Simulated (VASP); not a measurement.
# Sn in VASP: notebook

The runs below take Sn through single point, with PBE+D3(BJ).

Program: VASP 6.6.1. These are calculated values, not measurements. Logs are shortened: lines on timing, memory, paths and dates and some standing lists are left out, and cuts for length are marked.

### Step 1. Starting point

The cell holds a slab with vacuum, 2 atoms: a = 4.641 Å, b = 4.641 Å, c = 28.000 Å, α = 90.00°, β = 90.00°, γ = 120.00°.

The cell was built by a generator and needn't be a form met in nature.

### Step 2. Single point, PBE+D3(BJ)

File INCAR:

```
ALGO = Fast ; DIPOL = 0.5 0.5 0.500
EDIFF = 1E-7 ; ENCUT = 520
GGA = PE ; IDIPOL = 3
ISIF = 2 ; ISMEAR = 0
IVDW = 12 ; LASPH = T
LCHARG = F ; LDIPOL = T
LREAL = F ; LWAVE = F
NBANDS = 21 ; NELM = 60
PREC = Accurate ; SIGMA = 0.1
```

File KPOINTS:

```
k-points
0
Gamma
  12 12 1
```

File POSCAR:

```
Sn
1.0
    4.6405182983      0.0000000000      0.0000000000
   -2.3202591491      4.0188067331      0.0000000000
    0.0000000000      0.0000000000     28.0000000000
Sn
2
Direct
    0.3333333333      0.6666666667      0.5154048783
    0.6666666667      0.3333333333      0.4845951217
```

Potentials or basis: VASP PAW PBE potentials, release 64 (Sn_d).

The run is started by

```console
cat potpaw_PBE.64/Sn_d/POTCAR > POTCAR
mpirun -np 1 vasp_std > vasp.out
```

OUTCAR:

```text
EDIFF = 1E-7
   ENCUT = 520
   GGA = PE
   ISIF = 2
   ISMEAR = 0
   IVDW = 12
   LASPH = T
   LREAL = F
   NELM = 60
   PREC = Accurate
 IVDW          = 12

 ion  position               nearest neighbor table
   1  0.333  0.667  0.515-   2 2.81   2 2.81   2 2.81
   2  0.667  0.333  0.485-   1 2.81   1 2.81   1 2.81

  LATTYP: Found a hexagonal cell.
 ALAT       =     4.6405182983
 C/A-ratio  =     6.0338087688

  Lattice vectors:

 A1 = (   4.6405182983,   0.0000000000,   0.0000000000)
 A2 = (  -2.3202591491,   4.0188067331,   0.0000000000)
 A3 = (   0.0000000000,   0.0000000000,  28.0000000000)

Analysis of symmetry for initial positions (statically):
=====================================================================
 Subroutine PRICEL returns:
 Original cell was already a primitive cell.

 Routine SETGRP: Setting up the symmetry group for a
 hexagonal supercell.

 Subroutine GETGRP returns: Found 12 space group operations
 (whereof 12 operations were pure point group operations)
 out of a pool of 24 trial point group operations.

The static configuration has the point symmetry D_3d.

Analysis of symmetry for dynamics (positions and initial velocities):
=====================================================================
 Subroutine PRICEL returns:
 Original cell was already a primitive cell.

 Routine SETGRP: Setting up the symmetry group for a
 hexagonal supercell.

 Subroutine GETGRP returns: Found 12 space group operations
 (whereof 12 operations were pure point group operations)
 out of a pool of 24 trial point group operations.

The dynamic configuration has the point symmetry D_3d.

 Subroutine INISYM returns: Found 12 space group operations
 (whereof 12 operations are pure point group operations),
 and found     1 'primitive' translations

----------------------------------------------------------------------------------------

                                     Primitive cell

  volume of cell :     522.1817

  direct lattice vectors                    reciprocal lattice vectors
     4.640518298  0.000000000  0.000000000     0.215493170  0.124415040  0.000000000
    -2.320259149  4.018806733  0.000000000     0.000000000  0.248830080  0.000000000
     0.000000000  0.000000000 28.000000000     0.000000000  0.000000000  0.035714286

  length of vectors
     4.640518298  4.640518298 28.000000000     0.248830080  0.248830080  0.035714286

  position of ions in fractional coordinates (direct lattice)
     0.333333333  0.666666667  0.515404878
     0.666666667  0.333333333  0.484595122

  ion indices of the primitive-cell ions
   primitive index   ion index
                 1           1
                 2           2

----------------------------------------------------------------------------------------

 KPOINTS: k-points

Automatic generation of k-mesh.
 Grid dimensions read from file:
 generate k-points for:   12   12    1

 Generating k-lattice:

  Cartesian coordinates                     Fractional coordinates (reciprocal lattice)
     0.017957764  0.010367920  0.000000000     0.083333333  0.000000000  0.000000000
     0.000000000  0.020735840  0.000000000     0.000000000  0.083333333  0.000000000
     0.000000000  0.000000000  0.035714286     0.000000000  0.000000000  1.000000000

  Length of vectors
     0.020735840  0.020735840  0.035714286

  Shift w.r.t. Gamma in fractional coordinates (k-lattice)
     0.000000000  0.000000000  0.000000000

 Subroutine IBZKPT returns following result:
 ===========================================

 Found     19 irreducible k-points:

 Following reciprocal coordinates:
            Coordinates               Weight
  0.000000  0.000000  0.000000      1.000000
  0.083333  0.000000  0.000000      6.000000
  0.166667  0.000000  0.000000      6.000000
  0.250000  0.000000  0.000000      6.000000
  0.333333  0.000000  0.000000      6.000000
  0.416667  0.000000  0.000000      6.000000
[... 11 lines left out ...]
  0.333333  0.250000  0.000000     12.000000
  0.333333  0.333333  0.000000      2.000000
   k-points           NKPTS =     19   k-points in BZ     NKDIM =     19   number of bands    NBANDS=     21
   number of dos      NEDOS =    301   number of ions     NIONS =      2
   total plane-waves  NPLWV = 272160
   dimension x,y,z NGX =    36 NGY =   36 NGZ =  210
   dimension x,y,z NGXF=    72 NGYF=   72 NGZF=  420
   ions per type =               2
   NGX,Y,Z   is equivalent  to a cutoff of  12.90, 12.90, 12.47 a.u.
   NGXF,Y,Z  is equivalent  to a cutoff of  25.79, 25.79, 24.94 a.u.
 SYSTEM =  unknown system
   PREC   = accura    normal or accurate (medium, high low for compatibility)
   ISTART =      0    job   : 0-new  1-cont  2-samecut
   ICHARG =      2    charge: 1-file 2-atom 10-const
   ISPIN  =      1    spin polarized calculation?
   LNONCOLLINEAR =      F non collinear calculations
   LSORBIT =      F    spin-orbit coupling
   LASPH  =      T    aspherical Exc in radial PAW
   ENCUT  =  520.0 eV  38.22 Ry    6.18 a.u.   8.63  8.63 52.06*2*pi/ulx,y,z
   NELM   =     60;   NELMIN=  2; NELMDL= -5     # of ELM steps
   EDIFF  = 0.1E-06   stopping-criterion for ELM
   LREAL  =      F    real-space projection
   EDIFFG = 0.1E-05   stopping-criterion for IOM
   NSW    =      0    number of steps for IOM
   IBRION =     -1    ionic relax: 0-MD 1-quasi-New 2-CG
   NFREE  =      0    steps in history (QN), initial steepest desc. (CG)
   ISIF   =      2    stress and relaxation
   ISYM   =      2    0-nonsym 1-usesym 2-fastsym
   POTIM  = 0.5000    time-step for ionic-motion
   TEBEG  =    0.0;   TEEND  =   0.0 temperature during run
   PSTRESS=    0.0 pullay stress
   NELECT =      28.0000    total number of electrons
   NUPDOWN=      -1.0000    fix difference up-down
   EMIN   =  10.00;   EMAX   =-10.00  energy-range for DOS
   EFERMI =   0.00;   METHOD = LEGACY
   ISMEAR =     0;   SIGMA  =   0.10  broadening in eV -4-tet -1-fermi 0-gaus
   EFERMI_NEDOS =   21; number of points for ismear=-14 and -15
   IALGO  =     68    algorithm
   IMIX   =      4    mixing-type and parameters
     AMIX     =   0.40;   BMIX     =  1.00
     AMIX_MAG =   1.60;   BMIX_MAG =  1.00
  volume/ion in A,a.u.               =     261.09      1761.93
  Fermi-wavevector in a.u.,A,eV,Ry     =   0.617334  1.166592  5.185200  0.381101
  Thomas-Fermi vector in A             =   1.675383
   LORBIT       =      0    0 simple, 1 ext, 2 COOP (PROOUT), +10 PAW based schemes
   GGA     = PE    functional components
   LHFCALC =     F    Hartree Fock is set to
   AEXX    =    0.0000 exact exchange contribution
   IVDW    =    12    specifies the selected vdW correction
   LEPSILON=     F    determine dielectric tensor
   LRPA    =     F    only Hartree local field effects (RPA)
 non-spin polarized calculation
 RMM-DIIS sequential band-by-band and
 Gauss-broadening in eV      SIGMA  =   0.10
  energy-cutoff  :      520.00
  volume of cell :      522.18
 maximum number of plane-waves:     14105
 NGX is ok and might be reduce to    36
   NGX = 17   NGY = 17   NGZ =105

 number of electron      27.9999988 magnetization

 dipolmoment           0.000000      0.000000     -0.000000 electrons x Angstroem

 Free energy of the ion-electron system (eV)
  ---------------------------------------------------
  ext. energy  EPLUGINS =         0.00000000
  ---------------------------------------------------
  free energy    TOTEN  =        -6.81086951 eV

  energy without entropy =       -6.80928319  energy(sigma->0) =       -6.81007635

 E-fermi :  -3.0081     XC(G=0):  -1.6439

 val. band max:       -3.0083727166   @ k =   0.3333   0.3333   0.0000
 cond. band min:      -2.6545055774   @ k =   0.0000   0.0000   0.0000
 fundamental gap:      0.3538671393
 Fermi energy:        -3.0080881548

 k-point     1 :       0.0000    0.0000    0.0000
  band No.  band energies     occupation
      1     -24.3663      2.00000
      2     -24.3663      2.00000
      3     -24.2794      2.00000
      4     -24.2794      2.00000
      5     -24.2583      2.00000
      6     -24.1964      2.00000
[... 13 lines left out ...]
     20       1.2104      0.00000
     21       1.5152      0.00000

 k-point     2 :       0.0833    0.0000    0.0000
  band No.  band energies     occupation
      1     -24.3694      2.00000
      2     -24.3690      2.00000
      3     -24.2840      2.00000
      4     -24.2747      2.00000
      5     -24.2516      2.00000
      6     -24.1911      2.00000
[... 13 lines left out ...]
     20       1.2649      0.00000
     21       1.5560      0.00000

 k-point     3 :       0.1667    0.0000    0.0000
  band No.  band energies     occupation
      1     -24.3753      2.00000
      2     -24.3748      2.00000
      3     -24.2939      2.00000
      4     -24.2630      2.00000
      5     -24.2396      2.00000
      6     -24.1754      2.00000
[... 13 lines left out ...]
     20       1.4101      0.00000
     21       1.6723      0.00000
[... 337 lines left out ...]
 k-point    18 :       0.3333    0.2500    0.0000
  band No.  band energies     occupation
      1     -24.4096      2.00000
      2     -24.3577      2.00000
      3     -24.3455      2.00000
      4     -24.2164      2.00000
      5     -24.1714      2.00000
      6     -24.1402      2.00000
[... 13 lines left out ...]
     20       2.9827      0.00000
     21       3.6368      0.00000

 k-point    19 :       0.3333    0.3333    0.0000
  band No.  band energies     occupation
      1     -24.4127      2.00000
      2     -24.3519      2.00000
      3     -24.3519      2.00000
      4     -24.2114      2.00000
      5     -24.1506      2.00000
      6     -24.1429      2.00000
[... 13 lines left out ...]
     20       2.8272      0.00000
     21       3.0772      0.00000

------------------------ aborting loop because EDIFF is reached ----------------------------------------

 vacuum level on the upper side and lower side of the slab       (xc-potential included)        -0.006        -0.006

 Edisp (eV)   -0.31885

 E8    (eV) :    -0.1643

  FORCE on cell =-STRESS in cart. coord.  units (eV):
  Direction    XX          YY          ZZ          XY          YZ          ZX
  --------------------------------------------------------------------------------------
  -------------------------------------------------------------------------------------
  Total      -0.02065    -0.02065    -0.01899    -0.00000     0.00000     0.00000
  in kB      -0.06336    -0.06336    -0.05825    -0.00000     0.00000     0.00000
  external pressure =       -0.06 kB  Pullay stress =        0.00 kB

 VOLUME and BASIS-vectors are now :
 -----------------------------------------------------------------------------
  energy-cutoff  :      520.00
  volume of cell :      522.18
      direct lattice vectors                 reciprocal lattice vectors
     4.640518298  0.000000000  0.000000000     0.215493170  0.124415040  0.000000000
    -2.320259149  4.018806733  0.000000000     0.000000000  0.248830080  0.000000000
     0.000000000  0.000000000 28.000000000     0.000000000  0.000000000  0.035714286

 POSITION                                       TOTAL-FORCE (eV/Angst)
 -----------------------------------------------------------------------------------
     -0.00000      2.67920     14.43134        -0.000000     -0.000000      0.006252
      2.32026      1.33960     13.56866         0.000000      0.000000     -0.006252
 -----------------------------------------------------------------------------------
    total drift:                                0.000000      0.000000     -0.000000

  FREE ENERGIE OF THE ION-ELECTRON SYSTEM (eV)
  ---------------------------------------------------
  free  energy   TOTEN  =        -7.1297232190 eV

  energy  without entropy=       -7.1281368953  energy(sigma->0) =       -7.12893006

 vacuum level on the upper side and lower side of the slab         1.255         1.255
```

It took 13 min on 1 thread of Intel Xeon Platinum 8375C at 2.90GHz (Ice Lake), shared host; peak memory 0.67 GiB.

What came out:

```
Free energy                : -7.1297 eV
Largest force              : 0.006 eV/Å
Band gap on the k mesh     : none (metal or under the smearing width)
Dispersion energy per atom : -0.159 eV
```

Forces in eV/Å, atoms in the order of the input:
```
Sn   0.000  0.000  0.006
Sn   0.000  0.000 -0.006
```

### Step 3. Single point, PBE+D3(BJ)

This run uses another cell than the first one, of 269.86 Å³/atom, 1.034 times its volume.

File INCAR:

```
SYSTEM = Sn
PREC = Accurate
ENCUT = 520
EDIFF = 1E-6
ISMEAR = 0
SIGMA = 0.1
LREAL = .FALSE.
LASPH = .TRUE.
NELM = 60
ALGO = Fast
ISIF = 2
LWAVE = .FALSE.
LCHARG = .FALSE.
LDIPOL = .TRUE.
IDIPOL = 3
DIPOL = 0.5 0.5 0.500
GGA = PE
IVDW = 12
NBANDS = 21
```

File KPOINTS:

```
Automatic mesh
0
G
  12 12 1
  0 0 0
```

File POSCAR:

```
Sn
1.0
    4.7178164441      0.0000000000      0.0000000000
   -2.3589082220      4.0857488910      0.0000000000
    0.0000000000      0.0000000000     28.0000000000
Sn
2
Direct
    0.3333333333      0.6666666667      0.5099285714
    0.6666666667      0.3333333333      0.4900714286
```

Potentials or basis: VASP PAW PBE potentials, release 64 (Sn_d).

The run is started by

```console
cat potpaw_PBE.64/Sn_d/POTCAR > POTCAR
mpirun -np 1 vasp_std > vasp.out
```

Run time: 13 min. Hardware: 1 thread of Intel Xeon Platinum 8375C at 2.90GHz (Ice Lake), shared host; peak memory 0.67 GiB.

Results (log left out):

```
Free energy                : -7.0344 eV
Largest force              : 0.551 eV/Å
Band gap on the k mesh     : none (metal or under the smearing width)
Dispersion energy per atom : -0.154 eV
```

Forces in eV/Å, atoms in the order of the input:
```
Sn   0.000  0.000  0.551
Sn   0.000  0.000 -0.551
```

Levels at points of the mesh, in eV from the Fermi level:
```
           k point  band 12  band 13  band 14  band 15  band 16  band 17
(0.00, 0.00, 0.00)    -2.84    -0.84    -0.84    -0.73     2.50     2.91
(0.50, 0.00, 0.00)    -6.59    -2.05    -0.86     0.71     0.88     4.85
```

### Step 4. Single point, PBE+D3(BJ) (the clean substrate in the cell of the map)

File INCAR:

```
PREC = Accurate
ENCUT = 520
EDIFF = 1E-6
ISMEAR = 0
SIGMA = 0.1
LREAL = False
LASPH = True
NELM = 80
ALGO = Normal
ISIF = 2
LWAVE = False
LCHARG = False
LDIPOL = True
IDIPOL = 3
DIPOL = 0.5 0.5 0.271
GGA = PE
IVDW = 12
NBANDS = 21
```

File KPOINTS:

```
regular mesh
0
Gamma
  6 6 1
```

File POSCAR:

```
Sn
1.0
    4.6405182983      0.0000000000      0.0000000000
   -2.3202591491      4.0188067331      0.0000000000
    0.0000000000      0.0000000000     16.3626731831
Sn
2
Direct
    0.3333333333      0.6666666667      0.2971808536
    0.6666666667      0.3333333333      0.2444588335
```

The run is started by

```console
cat potpaw_PBE.64/Sn_d/POTCAR > POTCAR
mpirun -np 1 vasp_std > vasp.out
```

Wall time 2 min (1 thread of Intel Xeon Platinum 8375C at 2.90GHz (Ice Lake), shared host); peak memory 0.39 GiB.

The run converged. Its results:

* Free energy: -7.1027 eV
* Largest force: 0.021 eV/Å
* Band gap on the k mesh: none (metal or under the smearing width)
* Dispersion energy per atom: -0.160 eV

Forces on the atoms (eV/Å):
```
Sn   0.000  0.000  0.021
Sn   0.000  0.000 -0.021
```

Levels at points of the mesh, in eV from the Fermi level:
```
           k point  band 10  band 11  band 12  band 13  band 14  band 15  band 16  band 17  band 18  band 19
(0.00, 0.00, 0.00)   -20.96    -9.29    -3.13    -0.19    -0.19     0.35     2.02     3.31     3.31     4.16
(0.50, 0.00, 0.00)   -20.90    -7.70    -6.16    -1.45    -0.97     0.59     1.58     4.59     5.45     5.58
```

### Step 5. The runs side by side

| cell | k mesh | gap on the mesh (eV) | largest force (eV/Å) |
| --- | --- | --- | --- |
| P-3m1, 261.09 Å³/atom | 12 × 12 × 1 | none | 0.01 |
| P-3m1, 269.86 Å³/atom | 12 × 12 × 1 | none | 0.55 |
| the clean substrate in the cell of the map | 6 × 6 × 1 | none | 0.02 |

Alike in all rows: task single point; level PBE+D3(BJ); potentials or basis VASP PAW PBE potentials, release 64 (Sn_d); no spin polarisation; cutoff (eV) 520; smearing gaussian 0.1 eV.

Absolute energies hang on the potentials; compare differences alone.
